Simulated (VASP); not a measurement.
Input of a VASP 6.6.1 run:

Contents of INCAR:

```
  PREC = Accurate
  ENCUT = 600
  EDIFF = 1E-7
  ISMEAR = 0
  SIGMA = 0.03
  LREAL = F
  LASPH = T
  NELM = 80
  ALGO = Normal
  ISIF = 3
  LWAVE = F
  LCHARG = F
  GGA = MK
  LUSE_VDW = T
  AGGAC = 0.0
  PARAM1 = 0.1234
  PARAM2 = 0.711357
  ZAB_VDW = -1.8867
  IBRION = 2
  NSW = 90
  EDIFFG = -0.005
```

Contents of KPOINTS:

```
Automatic mesh
0
Gamma
  9 9 2
```

The input POSCAR:

```
WSe2                                    
1.0
    3.3034692564      0.0000000000     -0.0000000000
   -1.6517346282      2.8608882982      0.0000000000
   -0.0000000000     -0.0000000000     13.0945635125
  W               Se            
     2     4
Direct
     0.3333333300000021    0.6666666699999979    0.2500000000000000
     0.6666666699999979    0.3333333300000021    0.7500000000000000
     0.3333333300000021    0.6666666699999979    0.6211964106753806
     0.6666666699999979    0.3333333300000021    0.1211964106753807
     0.3333333300000021    0.6666666699999979    0.8788035893246194
     0.6666666699999979    0.3333333300000021    0.3788035893246193
```

Potentials or basis: VASP PAW PBE potentials, release 64 (W_sv, Se).

The run is started by

```sh
$ cat potpaw_PBE.64/W_sv/POTCAR potpaw_PBE.64/Se/POTCAR > POTCAR
$ mpirun -np 1 vasp_std > vasp.out
```

What does it give for the band gap on the k mesh?

1.05 eV, indirect (least direct gap 1.51 eV).

Final structure:
```xyz
6
Lattice="3.3031 0.0000 0.0000 -1.6516 2.8606 0.0000 0.0000 0.0000 13.0982" Properties=species:S:1:pos:R:3 pbc="T T T"
W     0.0000    1.9071    3.2745
W     1.6516    0.9535    9.8236
Se    0.0000    1.9071    8.1364
Se    1.6516    0.9535    1.5873
Se    0.0000    1.9071   11.5109
Se    1.6516    0.9535    4.9618
```

Caveat: spin-orbit coupling is left out, which moves the levels of the heavy elements; an odd mesh through Γ misses points on the zone boundary, where band edges often lie.
